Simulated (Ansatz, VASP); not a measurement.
One calculation of B2As, two programs

File INCAR:

```
  PREC = Accurate
  ENCUT = 520
  EDIFF = 1E-6
  ISMEAR = 0
  SIGMA = 0.1
  LREAL = False
  LASPH = True
  NELM = 60
  ALGO = Normal
  ISIF = 2
  LWAVE = False
  LCHARG = False
  GGA = PE
  NBANDS = 20
```

The input KPOINTS:

```
regular mesh
0
Gamma
  4 4 8
```

Contents of POSCAR:

```
B2As
1.0
    5.4946875800      0.0000000000      0.0000000000
    0.0000000000      5.4946875800      0.0000000000
    0.0000000000      0.0000000000      2.0148167400
B As
4 2
Direct
    0.1767953900      0.3232046100      0.0000000000
    0.3232046100      0.8232046100      0.0000000000
    0.8232046100      0.6767953900      0.0000000000
    0.6767953900      0.1767953900      0.0000000000
    0.0000000000      0.0000000000      0.0000000000
    0.5000000000      0.5000000000      0.0000000000
```

Input for Ansatz:

```yaml
crystal:
  lattice:
    - [5.49468758, 0.0, 0.0]
    - [0.0, 5.49468758, 0.0]
    - [0.0, 0.0, 2.01481674]
  atoms:
    - { symbol: B, position: [0.17679539, 0.32320461, 0.0] }
    - { symbol: B, position: [0.32320461, 0.82320461, 0.0] }
    - { symbol: B, position: [0.82320461, 0.67679539, 0.0] }
    - { symbol: B, position: [0.67679539, 0.17679539, 0.0] }
    - { symbol: As, position: [0.0, 0.0, 0.0] }
    - { symbol: As, position: [0.5, 0.5, 0.0] }
basis:
  ecutwfc: 420
kpoints:
  mp_grid: { grid: [4, 4, 8] }
hamiltonian:
  xc: pbe
scf:
  occupations: { method: gaussian, width: 0.1 }
  lower_state_search: "off"
output:
  forces: true
  stress: true
  eigenvalues: true
```

Alike in both runs: task single point; functional PBE; k mesh 4 × 4 × 8; occupations gaussian, width 0.1 eV; no spin polarisation.

|  | VASP | Ansatz |
| --- | --- | --- |
| version | VASP 6.6.1 | Ansatz 0.2.0 |
| potentials or method | VASP PAW PBE potentials, release 64 (B, As) | scalar-relativistic, plane waves, PAW |
| plane-wave cutoff (eV) | 520 | 420 |
| valence electrons in the cell | 22 | 42 |

Ansatz gave:

- gap on the k mesh at the Fermi level (eV): none
- rms of the force components (eV/Å): 0.752

Question: Which values does VASP return?

Answer: gap on the k mesh at the Fermi level (eV): none; rms of the force components (eV/Å): 0.773.

Atom by atom the forces differ by 0.020 eV/Å (rms over components). A gap of «none» marks a metal or a gap that the smearing closes. The two sets of potentials don't hold the same shells in valence.

Caveats: the k mesh is coarse (spacing up to 0.39 Å⁻¹), so the values aren't converged; forces of over 1 eV/Å show positions far from the minimum, so gaps and moduli don't describe the material at rest.
